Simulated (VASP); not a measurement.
A run of VASP 6.6.1 is set up as follows.

INCAR

```
  ALGO = Normal
  EDIFF = 1E-6
  EDIFFG = -0.01
  ENCUT = 600
  GGA = PE
  IBRION = 2
  ISIF = 4
  ISMEAR = 0
  IVDW = 12
  LASPH = True
  LCHARG = False
  LREAL = False
  LWAVE = False
  NELM = 80
  NSW = 50
  PREC = Accurate
  SIGMA = 0.1
```

KPOINTS

```
k-points
0
Gamma
  18 18 16
```

The input POSCAR:

```
N
1.0
    2.5307860446      0.0000000000      0.0000000000
   -1.2653930223      2.1917250062      0.0000000000
    0.0000000000      0.0000000000      2.4136543739
N
2
Direct
    0.6666666667      0.3333333333      0.2500000000
    0.3333333333      0.6666666667      0.7500000000
```

Potentials or basis: VASP PAW PBE potentials, release 64 (N).

Launch:

```sh
$ cat potpaw_PBE.64/N/POTCAR > POTCAR
$ mpirun -np 1 vasp_std > vasp.out
```

Problem. Estimate the band gap on the k mesh.

Solution. None (metal or under the smearing width).

Problem. Predict the dispersion energy per atom.

Solution. -0.150 eV.

The path:
```csv
step,energy change (eV),largest force (eV/Å),pressure (GPa),volume (Å³)
1,0.0000,0.0000,7.99,13.39
2,-0.0001,0.0000,7.78,13.39
3,-0.0002,0.0000,7.82,13.39
```

Caveat: pairwise dispersion overbinds metals, which lowers pressure and volume.
